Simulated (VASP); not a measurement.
# SiC (Imm2) in VASP: notebook, part 2 of 2

VASP 6.6.1.

## (3) Single point, PBE

This run uses another cell than the first one, of 10.99 Å³/atom, 0.979 times its volume.

INCAR

```
SYSTEM = SiC
PREC     = Accurate       ! precision mode
ENCUT    = 520            ! plane-wave cutoff, eV
EDIFF    = 1E-7           ! SCF threshold, eV
ISMEAR   = 0              ! smearing method
SIGMA    = 0.02           ! smearing width, eV
LREAL    = .FALSE.        ! projectors in reciprocal space
LASPH    = .TRUE.         ! aspherical terms in the spheres
NELM     = 100            ! most SCF steps
ALGO     = Normal         ! electronic algorithm
ISIF     = 2              ! what is computed and relaxed
LWAVE    = .FALSE.        ! write WAVECAR
LCHARG   = .FALSE.        ! write CHGCAR
GGA      = PE             ! functional
NBANDS   = 16             ! bands
```

KPOINTS

```
regular mesh
0
G
  8 6 10
  0 0 0
```

POSCAR

```
SiC
1.0
    3.2160326483      0.0000000000      0.0000000000
    0.0000000000      4.5481569380      0.0000000000
    0.0000000000      0.0000000000      3.0048279293
Si C
2 2
Direct
    0.0000000000      0.0000000000      0.0000000000
    0.5000000000      0.5000000000      0.5000023000
    0.5000000000      0.2500000000      0.0000000000
    1.0000000000      0.7500000000      0.5000023000
```

Potentials or basis: VASP PAW PBE potentials, release 64 (Si, C).

On the command line:

```console
cat potpaw_PBE.64/Si/POTCAR potpaw_PBE.64/C/POTCAR > POTCAR
mpirun -np 1 vasp_std > vasp.out
```

OUTCAR:

```text
SYSTEM = SiC
   PREC = Accurate
   ENCUT = 520
   EDIFF = 1E-7
   ISMEAR = 0
   LREAL = .FALSE.
   LASPH = .TRUE.
   NELM = 100
   ISIF = 2
   GGA = PE

 ion  position               nearest neighbor table
   1  0.000  0.000  0.000-   4 1.88   4 1.88   3 1.97   3 1.97
   2  0.500  0.500  0.500-   3 1.88   3 1.88   4 1.97   4 1.97
   3  0.500  0.250  0.000-   2 1.88   2 1.88   1 1.97   1 1.97
   4  0.000  0.750  0.500-   1 1.88   1 1.88   2 1.97   2 1.97

  LATTYP: Found a simple orthorhombic cell.
 ALAT       =     3.0048279293
 B/A-ratio  =     1.0702884571
 C/A-ratio  =     1.5136164350

  Lattice vectors:

 A1 = (   0.0000000000,   0.0000000000,   3.0048279293)
 A2 = (   3.2160326483,   0.0000000000,   0.0000000000)
 A3 = (   0.0000000000,   4.5481569380,   0.0000000000)

Analysis of symmetry for initial positions (statically):
=====================================================================
 Subroutine PRICEL returns following result:

  LATTYP: Found a body centered orthorhombic cell.
 ALAT       =     3.0048279293
 B/A-ratio  =     1.0702884571
 C/A-ratio  =     1.5136164350

  Lattice vectors:

 A1 = (  -1.6080163242,  -2.2740784690,  -1.5024208758)
 A2 = (   1.6080163242,  -2.2740784690,   1.5024208758)
 A3 = (  -1.6080163242,   2.2740784690,   1.5024070535)

   2 primitive cells build up your supercell.

 Routine SETGRP: Setting up the symmetry group for a
 simple orthorhombic supercell.

 Subroutine GETGRP returns: Found  4 space group operations
 (whereof  4 operations were pure point group operations)
 out of a pool of  8 trial point group operations.

The static configuration has the point symmetry C_2v.

Analysis of symmetry for dynamics (positions and initial velocities):
=====================================================================
 Subroutine PRICEL returns following result:

  LATTYP: Found a body centered orthorhombic cell.
[... 141 lines left out ...]
  Fermi-wavevector in a.u.,A,eV,Ry     =   1.168933  2.208963 18.591063  1.366405
  Thomas-Fermi vector in A             =   2.305413
   LORBIT       =      0    0 simple, 1 ext, 2 COOP (PROOUT), +10 PAW based schemes
   GGA     = PE    functional components
   LHFCALC =     F    Hartree Fock is set to
   AEXX    =    0.0000 exact exchange contribution
   IVDW    =     0    specifies the selected vdW correction
   LEPSILON=     F    determine dielectric tensor
   LRPA    =     F    only Hartree local field effects (RPA)
 non-spin polarized calculation
 Gauss-broadening in eV      SIGMA  =   0.02
  energy-cutoff  :      520.00
  volume of cell :       43.95
 maximum number of plane-waves:      1208
 NGX is ok and might be reduce to    24
   NGX = 11   NGY = 17   NGZ = 11

 number of electron      16.0000003 magnetization

 Free energy of the ion-electron system (eV)
  ---------------------------------------------------
  ext. energy  EPLUGINS =         0.00000000
  ---------------------------------------------------
  free energy    TOTEN  =       -29.88559257 eV

  energy without entropy =      -29.88559257  energy(sigma->0) =      -29.88559257

 E-fermi :   7.8439     XC(G=0): -11.0952

 val. band max:        7.7471389184   @ k =   0.0000   0.0000   0.0000
 cond. band min:       8.7672569398   @ k =   0.5000   0.0000   0.5000
 fundamental gap:      1.0201180214
 Fermi energy:         7.8439117761

 k-point     1 :       0.0000    0.0000    0.0000
  band No.  band energies     occupation
      1      -7.5026      2.00000
      2      -2.9596      2.00000
      3      -0.4236      2.00000
      4       4.1167      2.00000
      5       5.1434      2.00000
      6       7.2518      2.00000
[... 433 lines left out ...]
      3       0.7041      2.00000
      4       2.1713      2.00000
      5       2.9717      2.00000
      6       4.3494      2.00000
[... 8 lines left out ...]
     15      17.0194      0.00000
     16      18.4547      0.00000

 [... further k-points ...]

------------------------ aborting loop because EDIFF is reached ----------------------------------------

  FORCE on cell =-STRESS in cart. coord.  units (eV):
  Direction    XX          YY          ZZ          XY          YZ          ZX
  --------------------------------------------------------------------------------------
  -------------------------------------------------------------------------------------
  Total       -5.7659424     -4.0017369      3.2220633      0.0000000      0.0000000      0.0000000
  in kB     -210.1867743   -145.8759244    117.4543623      0.0000000      0.0000000      0.0000000
  external PRESSURE =     -79.5361121 kB  Pullay stress =       0.0000000 kB

 VOLUME and BASIS-vectors are now :
 -----------------------------------------------------------------------------
  energy-cutoff  :      520.00
  volume of cell :       43.95
      direct lattice vectors                 reciprocal lattice vectors
     3.216032648  0.000000000  0.000000000     0.310942117  0.000000000  0.000000000
     0.000000000  4.548156938  0.000000000     0.000000000  0.219869282  0.000000000
     0.000000000  0.000000000  3.004827929     0.000000000  0.000000000  0.332797759

 POSITION                                       TOTAL-FORCE (eV/Angst)
 -----------------------------------------------------------------------------------
      0.00000      0.00000      0.00000         0.000000      0.361066      0.000000
      1.60802      2.27408      1.50242         0.000000      0.361066      0.000000
      1.60802      1.13704      0.00000        -0.000000     -0.361066      0.000000
      0.00000      3.41112      1.50242        -0.000000     -0.361066     -0.000000
 -----------------------------------------------------------------------------------
    total drift:                                0.000000     -0.000104     -0.002106

  FREE ENERGIE OF THE ION-ELECTRON SYSTEM (eV)
  ---------------------------------------------------
  free  energy   TOTEN  =       -29.8855925661 eV

  energy  without entropy=      -29.8855925661  energy(sigma->0) =      -29.88559257
```

OSZICAR:

```text
N       E                     dE             d eps       ncg     rms          rms(c)
DAV:   1     0.254482594003E+02    0.25448E+02   -0.70103E+03  3840   0.866E+02
DAV:   2    -0.306494733828E+02   -0.56098E+02   -0.50762E+02  5496   0.156E+02
DAV:   3    -0.333067661369E+02   -0.26573E+01   -0.26461E+01  4904   0.311E+01
DAV:   4    -0.333274540910E+02   -0.20688E-01   -0.20683E-01  4808   0.335E+00
DAV:   5    -0.333276645670E+02   -0.21048E-03   -0.21045E-03  4864   0.324E-01    0.117E+01
DAV:   6    -0.299323702144E+02    0.33953E+01   -0.60897E+00  4808   0.152E+01    0.518E+00
DAV:   7    -0.299033311358E+02    0.29039E-01   -0.10646E+00  5144   0.589E+00    0.239E+00
DAV:   8    -0.298871385101E+02    0.16193E-01   -0.51159E-02  4512   0.146E+00    0.576E-01
DAV:   9    -0.298852716851E+02    0.18668E-02   -0.83140E-03  5064   0.609E-01    0.137E-01
DAV:  10    -0.298855648231E+02   -0.29314E-03   -0.12449E-03  4776   0.208E-01    0.641E-02
DAV:  11    -0.298855919524E+02   -0.27129E-04   -0.97167E-05  4808   0.699E-02    0.168E-02
DAV:  12    -0.298855919873E+02   -0.34881E-07   -0.74884E-06  4504   0.184E-02    0.645E-03
DAV:  13    -0.298855925274E+02   -0.54013E-06   -0.13092E-06  4880   0.759E-03    0.218E-03
DAV:  14    -0.298855925661E+02   -0.38724E-07   -0.77928E-08  3000   0.190E-03
   1 F= -.29885593E+02 E0= -.29885593E+02  d E =-.159702E-14
```

stdout:

```text
POSCAR found type information on POSCAR SiC
 POSCAR found :  2 types and       4 ions
 scaLAPACK will be used
 LDA part: xc-table for (Slater+PW92), standard interpolation
 POSCAR, INCAR and KPOINTS ok, starting setup
 FFT: planning ... GRIDC
 FFT: planning ... GRID_SOFT
 FFT: planning ... GRID
 WAVECAR not read
 entering main loop
```

It took 21 s on 1 thread of Intel Xeon 6975P-C (Granite Rapids), shared host; peak memory 0.19 GiB.

Results:

| Item | Value |
| --- | --- |
| Free energy | -29.8856 eV |
| Pressure | -8.0 GPa |
| Largest force | 0.361 eV/Å |
| Band gap on the k mesh | 1.02 eV |

Forces in eV/Å, atoms in the order of the input:
```
Si   0.000  0.361  0.000
Si   0.000  0.361  0.000
C    0.000 -0.361  0.000
C    0.000 -0.361  0.000
```

Levels at points of the mesh, in eV from the valence-band top:
```tsv
k point	band 6	band 7	band 8	band 9	band 10	band 11
(0.00, 0.00, 0.00)	-0.50	-0.41	0.00	1.15	4.43	4.67
(0.50, 0.00, 0.00)	-4.77	-0.98	-0.98	5.74	5.74	8.50
(0.00, 0.50, 0.00)	-2.41	-1.55	-1.55	3.50	3.50	6.14
(0.50, 0.50, 0.00)	-1.41	-0.89	-0.89	4.66	4.66	6.74
(0.00, 0.00, 0.50)	-4.54	-1.44	-1.44	4.92	4.92	7.26
(0.50, 0.00, 0.50)	-3.49	-3.43	-3.43	1.02	1.02	3.64
(0.00, 0.50, 0.50)	-1.69	-1.32	-1.32	4.14	4.14	6.33
(0.50, 0.50, 0.50)	-4.95	-4.74	-4.74	4.54	4.54	8.11
```
